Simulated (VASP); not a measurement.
# Al3GaN4 (Pm) in VASP: notebook

Runs on Al3GaN4. Level: PBEsol. Tasks: phonons, dielectric tensor.

Everything below comes from runs of VASP 6.6.1. Logs are shortened: lines on timing, memory, paths and dates and some standing lists are left out, and cuts for length are marked.

### Step 1. Starting point

It takes space group Pm (No. 6, monoclinic). Conventional cell: a = 5.042 Å, b = 3.129 Å, c = 5.416 Å, α = 90.00°, β = 90.04°, γ = 90.00°. Around Ga (site symmetry m) lie 4 N at 1.93 to 1.96 Å. Al (site symmetry m) has 4 N at 1.88 to 1.90 Å as nearest neighbours. Al (site symmetry m) has 4 N at 1.90 to 1.91 Å as nearest neighbours. Al (site symmetry m) is surrounded by 4 N at 1.89 to 1.90 Å. N (site symmetry m) has 3 Al at 1.89 to 1.90 Å and 1 Ga at 1.96 Å as nearest neighbours. N (site symmetry m) has 4 Al at 1.90 Å as nearest neighbours. N (site symmetry m) is surrounded by 3 Al at 1.89 to 1.91 Å and 1 Ga at 1.94 Å. N (site symmetry m) is surrounded by 2 Al at 1.88 to 1.90 Å and 2 Ga at 1.93 Å.

The cell was built by a generator and needn't be a form met in nature.

### Step 2. Phonons, PBEsol

POSCAR reads:

```
Al3GaN4
1.0
    1.5646006080      2.7099677503     -0.0000000000
   -0.0013516014      0.0007803475      5.0417761576
    4.6904955785     -2.7080588884     -0.0016811737
  Ga              Al              N
     1     3     4
Direct
     0.5000000000000000    0.0009986536792722    0.8337536872544037
     0.0000000000000000    0.0002341397638003    0.3326474452942981
     0.5000000000000000    0.4994180238940419    0.1683322088016925
     0.0000000000000000    0.4994807112692944    0.6652062235525706
     0.5000000000000000    0.3891473811690250    0.8336954431529899
     1.0000000000000000    0.3780399656329287    0.3328494365477642
     0.5000000000000000    0.8773287018076680    0.1736320454813413
     0.0000000000000000    0.8753524227839795    0.6598835099149395
```

INCAR.step1 reads:

```
SYSTEM = Al3GaN4
  PREC = Accurate
  ENCUT = 600
  EDIFF = 1E-8
  ISMEAR = 0
  SIGMA = 0.03
  LREAL = .False.
  LASPH = .True.
  NELM = 80
  ALGO = Fast
  ISIF = 3
  LWAVE = .False.
  LCHARG = .False.
  GGA = PS
  KPAR = 4
  IBRION = 2
  NSW = 40
  EDIFFG = -0.002
```

INCAR.step2 reads:

```
SYSTEM = Al3GaN4
  PREC = Accurate
  ENCUT = 600
  EDIFF = 1E-8
  ISMEAR = 0
  SIGMA = 0.03
  LREAL = .False.
  LASPH = .True.
  NELM = 80
  ALGO = Fast
  ISIF = 2
  LWAVE = .False.
  LCHARG = .False.
  GGA = PS
  KPAR = 4
  IBRION = 6
  NFREE = 2
  POTIM = 0.015
  NSW = 1
```

KPOINTS reads:

```
Automatic mesh
0
Gamma
  6 4 4
  0 0 0
```

Potentials or basis: VASP PAW PBE potentials, release 64 (Ga_d, Al, N).

Command:

```sh
$ cat potpaw_PBE.64/Ga_d/POTCAR potpaw_PBE.64/Al/POTCAR potpaw_PBE.64/N/POTCAR > POTCAR
$ cp INCAR.step1 INCAR
$ mpirun -np 4 vasp_std > vasp.out
$ cp CONTCAR POSCAR
$ cp INCAR.step2 INCAR
$ mpirun -np 4 vasp_std > vasp.out
```

OUTCAR:

```text
SYSTEM = Al3GaN4
   PREC = Accurate
   ENCUT = 600
   EDIFF = 1E-8
   ISMEAR = 0
   LREAL = .False.
   LASPH = .True.
   NELM = 80
   ISIF = 2
   GGA = PS
   IBRION = 6
   NFREE = 2
   POTIM = 0.015
   NSW = 1

 ion  position               nearest neighbor table
   1  0.500  0.001  0.834-   8 1.93   8 1.93   7 1.94   5 1.96   3 3.10   4 3.10   4 3.10   4 3.11
                             4 3.11   3 3.11   2 3.12   2 3.12   2 3.13   2 3.13
   2  0.000  0.000  0.333-   8 1.88   7 1.89   7 1.89   6 1.91   4 3.09   3 3.09   3 3.09   3 3.10
                             3 3.10   4 3.10   1 3.12   1 3.12   1 3.13   1 3.13
   3  0.500  0.499  0.168-   5 1.90   6 1.90   6 1.90   7 1.91   2 3.09   2 3.09   1 3.10   2 3.10
                             2 3.10   1 3.11   4 3.11   4 3.11   4 3.14   4 3.14
   4  0.000  0.499  0.665-   5 1.89   5 1.89   8 1.90   6 1.90   2 3.09   1 3.10   1 3.10   2 3.10
                             1 3.11   1 3.11   3 3.11   3 3.11   3 3.14   3 3.14
   5  0.500  0.389  0.834-   4 1.89   4 1.89   3 1.90   1 1.96
   6  0.000  0.378  0.333-   4 1.90   3 1.90   3 1.90   2 1.91
   7  0.500  0.877  0.174-   2 1.89   2 1.89   3 1.91   1 1.94
   8  0.000  0.875  0.660-   2 1.88   4 1.90   1 1.93   1 1.93

  LATTYP: Found a simple monoclinic cell.
 ALAT       =     5.0418932466
 B/A-ratio  =     0.6206677899
 C/A-ratio  =     1.0741780197
 COS(beta)  =    -0.0006115032

  Lattice vectors:

 A1 = (  -0.0013330956,   0.0007696632,   5.0418930116)
 A2 = (  -1.5646703675,  -2.7100885774,   0.0000000000)
 A3 = (   4.6902988851,  -2.7079453274,  -0.0016583246)

Analysis of symmetry for initial positions (statically):
=====================================================================
 Subroutine PRICEL returns:
 Original cell was already a primitive cell.

 Routine SETGRP: Setting up the symmetry group for a
 simple monoclinic supercell.

 Subroutine GETGRP returns: Found  2 space group operations
 (whereof  2 operations were pure point group operations)
 out of a pool of  4 trial point group operations.

The static configuration has the point symmetry C_1h.

Analysis of symmetry for dynamics (positions and initial velocities):
=====================================================================
[... 390 lines left out ...]
  ext. energy  EPLUGINS =         0.00000000
  ---------------------------------------------------
  free energy    TOTEN  =       -60.06983373 eV

  energy without entropy =      -60.06983373  energy(sigma->0) =      -60.06983373

 E-fermi :   5.9164     XC(G=0): -11.3251

 val. band max:        5.7850150816   @ k =   0.0000   0.0000   0.0000
 cond. band min:       9.2873253306   @ k =   0.0000   0.0000   0.0000
 fundamental gap:      3.5023102489
 Fermi energy:         5.9163581363

 k-point     1 :       0.0000    0.0000    0.0000
  band No.  band energies     occupation
      1      -9.5550      2.00000
      2      -8.1619      2.00000
      3      -8.1250      2.00000
      4      -7.2036      2.00000
      5      -7.0174      2.00000
      6      -6.9307      2.00000
[... 685 lines left out ...]
     25      11.5608      0.00000
     26      13.9250      0.00000

 [... further k-points ...]

------------------------ aborting loop because EDIFF is reached ----------------------------------------

  FORCE on cell =-STRESS in cart. coord.  units (eV):
  Direction    XX          YY          ZZ          XY          YZ          ZX
  --------------------------------------------------------------------------------------
  -------------------------------------------------------------------------------------
  Total       -0.0959969     -0.0863296      0.1839883      0.0083721      0.0011338     -0.0019639
  in kB       -1.7999129     -1.6186537      3.4497254      0.1569751      0.0212581     -0.0368221
  external PRESSURE =       0.0103862 kB  Pullay stress =       0.0000000 kB
[... 23 lines left out ...]
  FREE ENERGIE OF THE ION-ELECTRON SYSTEM (eV)
  ---------------------------------------------------
  free  energy   TOTEN  =       -60.0698337302 eV

  energy  without entropy=      -60.0698337302  energy(sigma->0) =      -60.06983373

 INTERNAL STRAIN TENSORS FROM DISPLACED ATOMS
 ============================================

 INTERNAL STRAIN TENSOR FOR ION    1 for displacements in x,y,z  (eV/Angst):
          X           Y           Z          XY          YZ          ZX
  --------------------------------------------------------------------------------
  x    -0.42887    -0.36966    -0.11461    -8.97587     0.13792    -6.29918
  y    -8.77954     9.24057     0.06617    -0.02961    -6.13990     0.13792
  z    -5.63006    -5.73304    10.50769    -0.08918     0.21371    -0.37016

 INTERNAL STRAIN TENSOR FOR ION    8 for displacements in x,y,z  (eV/Angst):
          X           Y           Z          XY          YZ          ZX
  --------------------------------------------------------------------------------
  x    -0.51516     0.12116     0.24886    10.52645    -0.47741     6.34934
  y    10.27281   -10.04533    -0.14368    -0.31816     5.79806    -0.47741
  z     6.53514     5.94930   -12.51884    -0.50736    -0.07268     0.12590

 Eigenvectors and eigenvalues of the dynamical matrix
 ----------------------------------------------------

   1 f  =   21.819794 THz   137.097809 2PiTHz  727.829983 cm-1    90.239376 meV
             X         Y         Z           dx          dy          dz
      4.692879 -0.902709  0.003608     0.013711   -0.007916    0.053168
      1.560211 -0.900788  0.000411     0.074533   -0.043031   -0.178567
      1.571159  0.899616  2.517552    -0.051428    0.029692    0.090649
      3.119387 -1.800979  2.517266     0.093989   -0.054264   -0.131764
      4.692048 -0.902230  1.960815    -0.332617    0.192037   -0.133929
      1.560662 -0.901049  1.905531     0.287450   -0.165959    0.007264
      1.595597  0.885507  4.423151     0.380970   -0.219953    0.043795
      3.093900 -1.786264  4.412496    -0.529002    0.305420    0.269283
[... 243 lines left out ...]
  24 f/i=    0.005466 THz     0.034342 2PiTHz    0.182317 cm-1     0.022604 meV
             X         Y         Z           dx          dy          dz
      4.692879 -0.902709  0.003608     0.491102   -0.283538   -0.123075
      1.560211 -0.900788  0.000411     0.305768   -0.176535   -0.076656
      1.571159  0.899616  2.517552     0.306120   -0.176739   -0.076639
      3.119387 -1.800979  2.517266     0.306112   -0.176734   -0.076608
      4.692048 -0.902230  1.960815     0.220453   -0.127278   -0.055177
      1.560662 -0.901049  1.905531     0.220492   -0.127301   -0.055239
      1.595597  0.885507  4.423151     0.220195   -0.127130   -0.055194
      3.093900 -1.786264  4.412496     0.220211   -0.127139   -0.055198

 ELASTIC MODULI CONTR FROM IONIC RELAXATION (kBar)
 Direction    XX          YY          ZZ          XY          YZ          ZX
 --------------------------------------------------------------------------------
 XX        -703.3216    331.9468    385.0307      0.8832    -26.5008     -2.3771
 YY         331.9468   -704.1265    385.9580     -1.5802     27.8511      0.0384
 ZZ         385.0307    385.9580   -807.5292      0.8031      0.4220     -0.7310
 XY           0.8832     -1.5802      0.8031   -519.2578     -1.2078    -25.7813
 YZ         -26.5008     27.8511      0.4220     -1.2078   -161.0918      0.0777
 ZX          -2.3771      0.0384     -0.7310    -25.7813      0.0777   -161.1820
 --------------------------------------------------------------------------------
```

OUTCAR.step1:

```text
SYSTEM = Al3GaN4
   PREC = Accurate
   ENCUT = 600
   EDIFF = 1E-8
   ISMEAR = 0
   LREAL = .False.
   LASPH = .True.
[... 1008 lines left out ...]
      1.59560      0.88551      4.42315         0.000259     -0.000150     -0.001898
      4.65857      0.92382      4.41250         0.001636     -0.000945      0.000183
 -----------------------------------------------------------------------------------
    total drift:                                0.000016     -0.000009      0.000580

  FREE ENERGIE OF THE ION-ELECTRON SYSTEM (eV)
  ---------------------------------------------------
  free  energy   TOTEN  =       -60.0720877561 eV

  energy  without entropy=      -60.0720877561  energy(sigma->0) =      -60.07208776

 reached required accuracy - stopping structural energy minimisation
```

OSZICAR.step1:

```text
N       E                     dE             d eps       ncg     rms          rms(c)
DAV:   1     0.390991538927E+03    0.39099E+03   -0.21620E+04  2116   0.223E+03
DAV:   2    -0.963862469362E+01   -0.40063E+03   -0.38699E+03  2476   0.530E+02
DAV:   3    -0.660492529764E+02   -0.56411E+02   -0.55710E+02  2410   0.167E+02
DAV:   4    -0.686706560331E+02   -0.26214E+01   -0.26122E+01  2760   0.390E+01
[... 22 lines left out ...]
DAV:   1    -0.600720881287E+02   -0.22687E-05   -0.30638E-04  2230   0.125E-01    0.637E-03
RMM:   2    -0.600720880195E+02    0.10917E-06   -0.78191E-06  2577   0.223E-02    0.361E-03
RMM:   3    -0.600720877501E+02    0.26937E-06   -0.18946E-06  2972   0.104E-02    0.940E-04
RMM:   4    -0.600720877559E+02   -0.57853E-08   -0.29652E-07  2991   0.436E-03    0.462E-04
RMM:   5    -0.600720877561E+02   -0.16371E-09   -0.74479E-08  2221   0.211E-03
   2 F= -.60072088E+02 E0= -.60072088E+02  d E =-.189070E-05
```

Run time: 11 min. Hardware: 4 MPI ranks of Intel Xeon 6975P-C (Granite Rapids), shared host; peak memory 0.47 GiB.

What came out:

```
Highest phonon frequency at Γ, LO-TO splitting left out : 728 cm⁻¹
```

Phonon frequencies in cm⁻¹ (negative: imaginary):
| q point | frequencies |
| --- | --- |
| (0.000, 0.000, 0.000) | 0 0 0 172 198 222 245 308 351 415 488 512 576 592 601 634 644 651 657 670 672 706 712 728 |

Caveat: the PAW data sets were made with another functional, which shifts forces and pressure a little.

### Step 3. Dielectric tensor, PBEsol

INCAR reads:

```
SYSTEM = Al3GaN4
  PREC = Accurate
  ENCUT = 600
  EDIFF = 1E-8
  ISMEAR = 0
  SIGMA = 0.03
  LREAL = .False.
  LASPH = .True.
  NELM = 80
  ALGO = Fast
  ISIF = 2
  LWAVE = .False.
  LCHARG = .False.
  GGA = PS
  LEPSILON = .True.
  KPAR = 4
```

KPOINTS reads:

```
Automatic mesh
0
Monkhorst
  12 8 8
  0 0 0
```

POSCAR reads:

```
Al3GaN4                                 
1.0
    1.5646703675      2.7100885774     -0.0000000000
   -0.0013330956      0.0007696632      5.0418930116
    4.6902988851     -2.7079453274     -0.0016583246
  Ga              Al              N             
     1     3     4
Direct
     0.5000000000000000    0.0009898518998261    0.8337517909457332
     1.0000000000000000    0.0001908501874730    0.3326465100651851
     0.5000000000000000    0.4993821145148032    0.1683239941104844
     1.0000000000000000    0.4994888517103930    0.6652140412307298
     0.5000000000000000    0.3891787059132059    0.8336849900650227
     1.0000000000000000    0.3780489783735823    0.3328500228623957
     0.5000000000000000    0.8773370246054510    0.1736416479155328
     1.0000000000000000    0.8753836227952756    0.6598870028049163
```

Potentials or basis: VASP PAW PBE potentials, release 64 (Ga_d, Al, N).

Command:

```sh
$ cat potpaw_PBE.64/Ga_d/POTCAR potpaw_PBE.64/Al/POTCAR potpaw_PBE.64/N/POTCAR > POTCAR
$ mpirun -np 4 vasp_std > vasp.out
```

OUTCAR:

```text
SYSTEM = Al3GaN4
   PREC = Accurate
   ENCUT = 600
   EDIFF = 1E-8
   ISMEAR = 0
   LREAL = .False.
   LASPH = .True.
   NELM = 80
   ISIF = 2
   GGA = PS
   LEPSILON = .True.

 ion  position               nearest neighbor table
   1  0.500  0.001  0.834-   8 1.93   8 1.93   7 1.94   5 1.96   3 3.10   4 3.10   4 3.10   4 3.11
                             4 3.11   3 3.11   2 3.12   2 3.12   2 3.13   2 3.13
   2  0.000  0.000  0.333-   8 1.88   7 1.89   7 1.89   6 1.91   4 3.09   3 3.09   3 3.09   3 3.10
                             3 3.10   4 3.10   1 3.12   1 3.12   1 3.13   1 3.13
   3  0.500  0.499  0.168-   5 1.90   6 1.90   6 1.90   7 1.91   2 3.09   2 3.09   1 3.10   2 3.10
                             2 3.10   1 3.11   4 3.11   4 3.11   4 3.14   4 3.14
   4  0.000  0.499  0.665-   5 1.89   5 1.89   8 1.90   6 1.90   2 3.09   1 3.10   1 3.10   2 3.10
                             1 3.11   1 3.11   3 3.11   3 3.11   3 3.14   3 3.14
   5  0.500  0.389  0.834-   4 1.89   4 1.89   3 1.90   1 1.96
   6  0.000  0.378  0.333-   4 1.90   3 1.90   3 1.90   2 1.91
   7  0.500  0.877  0.174-   2 1.89   2 1.89   3 1.91   1 1.94
   8  0.000  0.875  0.660-   2 1.88   4 1.90   1 1.93   1 1.93

  LATTYP: Found a simple monoclinic cell.
 ALAT       =     5.0418932466
 B/A-ratio  =     0.6206677899
 C/A-ratio  =     1.0741780198
 COS(beta)  =    -0.0006115032

  Lattice vectors:

 A1 = (  -0.0013330956,   0.0007696632,   5.0418930116)
 A2 = (  -1.5646703675,  -2.7100885774,   0.0000000000)
 A3 = (   4.6902988851,  -2.7079453274,  -0.0016583246)

Analysis of symmetry for initial positions (statically):
=====================================================================
 Subroutine PRICEL returns:
 Original cell was already a primitive cell.

 Routine SETGRP: Setting up the symmetry group for a
 simple monoclinic supercell.

 Subroutine GETGRP returns: Found  2 space group operations
 (whereof  2 operations were pure point group operations)
 out of a pool of  4 trial point group operations.

The static configuration has the point symmetry C_1h.

Analysis of symmetry for dynamics (positions and initial velocities):
=====================================================================
 Subroutine PRICEL returns:
 Original cell was already a primitive cell.
[... 925 lines left out ...]

--------------------------------------- Ionic step        3  -------------------------------------------

 Free energy of the ion-electron system (eV)
  ---------------------------------------------------
  ---------------------------------------------------
  free energy    TOTEN  =        -1.00777263 eV

  energy without entropy =       -1.00777263

------------------------ aborting loop because EDIFF is reached ----------------------------------------

 PIEZOELECTRIC TENSOR FIELD DIRECTION 3  (e Angst)
 -----------------------------------------------------------------------------
     1.75050 -0.01822  0.01707           (  0.06111  0.00004  0.00128)
    -0.01822  1.72946 -0.00985           (  0.00004  0.06116 -0.00074)
     0.01706 -0.00985 -3.03081           (  0.00128 -0.00074 -0.11962)

 PIEZOELECTRIC TENSOR FIELD DIRECTION 3  (C/m^2)
 -----------------------------------------------------------------------------
     0.32821 -0.00342  0.00320
    -0.00342  0.32427 -0.00185
     0.00320 -0.00185 -0.56827

 MACROSCOPIC STATIC DIELECTRIC TENSOR (including local field effects in DFT)
 ------------------------------------------------------
           4.770373    -0.001737    -0.001660
          -0.001737     4.768368     0.000959
          -0.001635     0.000944     4.961263
 ------------------------------------------------------

 PIEZOELECTRIC TENSOR (including local field effects)  for field in x, y, z        (e  Angst)
          XX          YY          ZZ          XY          YZ          ZX
  --------------------------------------------------------------------------------
  x     0.03638    -0.01421     0.01602     0.41072    -0.00079     2.08352
  y     0.43352    -0.44633    -0.00925     0.02529     2.08262    -0.00078
  z     1.75050     1.72946    -3.03081    -0.01822    -0.00985     0.01707

 PIEZOELECTRIC TENSOR (including local field effects)  for field in x, y, z        (C/m^2)
          XX          YY          ZZ          XY          YZ          ZX
  --------------------------------------------------------------------------------
  x     0.00682    -0.00266     0.00300     0.07701    -0.00015     0.39065
  y     0.08128    -0.08368    -0.00173     0.00474     0.39048    -0.00015
  z     0.32821     0.32427    -0.56827    -0.00342    -0.00185     0.00320

 BORN EFFECTIVE CHARGES (including local field effects) (in |e|, cummulative output)
 ---------------------------------------------------------------------------------
 ion    1
    1     2.52125     0.04226    -0.01490
    2     0.04226     2.57004     0.00860
    3    -0.00436     0.00252     2.66444
 ion    2
    1     2.58844    -0.05407     0.01920
    2    -0.05407     2.52601    -0.01109
    3     0.01186    -0.00685     2.57625
 ion    3
    1     2.49388     0.01923    -0.08282
    2     0.01923     2.51609     0.04781
    3     0.13045    -0.07532     2.72414
 ion    4
    1     2.52240    -0.01942     0.08336
    2    -0.01942     2.49998    -0.04813
    3    -0.13283     0.07669     2.75073
 ion    5
    1    -2.45769    -0.00358    -0.00176
    2    -0.00358    -2.46183     0.00102
    3     0.01737    -0.01003    -2.71122
 ion    6
    1    -2.51743     0.00637    -0.00051
    2     0.00637    -2.51007     0.00030
    3    -0.01890     0.01091    -2.67245
 ion    7
    1    -2.56947     0.06058     0.03908
    2     0.06058    -2.49952    -0.02256
    3     0.00401    -0.00231    -2.67054
 ion    8
    1    -2.58138    -0.05138    -0.04165
    2    -0.05138    -2.64071     0.02405
    3    -0.00761     0.00440    -2.66134
```

It took 18 min on 4 MPI ranks of Intel Xeon 6975P-C (Granite Rapids), shared host; peak memory 2.2 GiB.

What came out:

* Electronic dielectric tensor (diagonal): 4.77, 4.77, 4.96
* Born charges (mean of the diagonal): Ga +2.59; Al +2.56, +2.58, +2.59; N -2.54, -2.57, -2.58, -2.63 e

Electronic dielectric tensor:
```
4.77 0.00 0.00
0.00 4.77 0.00
0.00 0.00 4.96
```

Born effective charge tensors (e):
atom 1, Ga
```
 2.52  0.04 -0.01
 0.04  2.57  0.01
 0.00  0.00  2.66
```
atom 2, Al
```
 2.59 -0.05  0.02
-0.05  2.53 -0.01
 0.01 -0.01  2.58
```
atom 3, Al
```
 2.49  0.02 -0.08
 0.02  2.52  0.05
 0.13 -0.08  2.72
```
atom 4, Al
```
 2.52 -0.02  0.08
-0.02  2.50 -0.05
-0.13  0.08  2.75
```
atom 5, N
```
-2.46  0.00  0.00
 0.00 -2.46  0.00
 0.02 -0.01 -2.71
```
atom 6, N
```
-2.52  0.01  0.00
 0.01 -2.51  0.00
-0.02  0.01 -2.67
```
atom 7, N
```
-2.57  0.06  0.04
 0.06 -2.50 -0.02
 0.00  0.00 -2.67
```
atom 8, N
```
-2.58 -0.05 -0.04
-0.05 -2.64  0.02
-0.01  0.00 -2.66
```

Caveat: the PAW data sets were made with another functional, which shifts forces and pressure a little.
